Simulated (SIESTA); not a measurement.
Crystal: GaN.

```
CELL_PARAMETERS angstrom
0.00000 2.25350 2.25350
2.25350 0.00000 2.25350
2.25350 2.25350 0.00000
ATOMIC_POSITIONS crystal
Ga 0.00000 0.00000 0.00000
N 0.25000 0.25000 0.25000
```

The cell is a database's computed one.

Base run:

```yaml
Program: SIESTA 5.4.2
Functional: BLYP
Potentials_or_basis: PseudoDojo 0.4 standard (PBE files)
Basis: DZP (energy shift 0.002 Ry; radii capped at 9.5 bohr)
Grid_cutoff: 800 Ry
Energy_shift: 0.002 Ry
k_mesh: 10 × 10 × 10
Occupations: fermi-dirac, width 0.05 eV
Spin: no spin polarisation
```

Its results: band gap on the k mesh 1.79 eV, direct; pressure 14.3 GPa.

Problem. The run is repeated on the same cell with these changes: functional from BLYP to PBE; basis from DZP (energy shift 0.002 Ry; radii capped at 9.5 bohr) to TZP (energy shift 0.002 Ry; radii capped at 9.5 bohr). What comes out?

Solution. Band gap on the k mesh 1.75 eV, direct; pressure 8.2 GPa.

Several settings changed at once, so the effect can't be laid on one alone.

Caveats: semicore shells carry a single zeta, which can move pressures by several GPa and volumes by a few percent; the basis of atomic orbitals isn't converged, which shifts pressures, moduli and gaps; the potentials were made for another functional, which shifts forces and pressure (some runs).
